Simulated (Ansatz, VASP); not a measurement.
# Fe: VASP beside Ansatz

File INCAR:

```
  PREC = Accurate
  ENCUT = 520
  EDIFF = 1E-7
  ISMEAR = 1
  SIGMA = 0.6
  LREAL = F
  LASPH = T
  NELM = 150
  ALGO = Normal
  ISIF = 2
  LWAVE = F
  LCHARG = F
  ISPIN = 2
  MAGMOM = 1.988
  LORBIT = 11
  LMAXMIX = 4
  GGA = CA
  NBANDS = 14
```

File KPOINTS:

```
regular mesh
0
Gamma
  16 16 16
```

POSCAR

```
Fe
1.0
   -1.3745984210      1.3745984210      1.3745984210
    1.3745984210     -1.3745984210      1.3745984210
    1.3745984210      1.3745984210     -1.3745984210
Fe
1
Direct
    0.0000000000      0.0000000000      0.0000000000
```

Input for Ansatz:

```yaml
crystal:
  lattice:
    - [-1.374598421, 1.374598421, 1.374598421]
    - [1.374598421, -1.374598421, 1.374598421]
    - [1.374598421, 1.374598421, -1.374598421]
  atoms:
    - { symbol: Fe, position: [0.0, 0.0, 0.0], spin: 1.988 }
hamiltonian:
  xc: lda
  pseudopotentials:
    kind: paw
    azcp:
      Fe: "pseudopotentials/Fe.paw.azcp"
basis:
  ecutwfc: 420
  fft_grid_basis: typed
kpoints:
  mp_grid: { grid: [16, 16, 16], shift: [0, 0, 0] }
magnetization:
  spin_polarized: true
scf:
  occupations: { method: methfessel_paxton, width: 0.6 }
  lower_state_search: "off"
output:
  stress: true
```

Alike in both runs: task single point; functional LDA; k mesh 16 × 16 × 16; occupations methfessel-paxton of order 1, width 0.6 eV; collinear spin.

```csv
,VASP,Ansatz
version,VASP 6.6.1,Ansatz 0.2.0
potentials or method,"VASP PAW LDA potentials, release 64 (Fe)","plane waves (420 eV) with PAW, scalar-relativistic"
plane-wave cutoff (eV),520,420
valence electrons in the cell,8,16
```

|  | VASP | Ansatz | Ansatz less VASP |
| --- | --- | --- | --- |
| pressure (GPa) | -0.6 | 0.4 | +1.01 |
| net moment per atom (μB) | 1.98 | 2.02 | +0.035 |
| size of the moment on the site where the two differ most (μB) | 1.95 | 2.02 | +0.070 |

Site moments also hang on the region over which each program counts them. The two sets of potentials don't hold the same shells in valence. Ansatz warned: «pseudo_functional_mismatch».
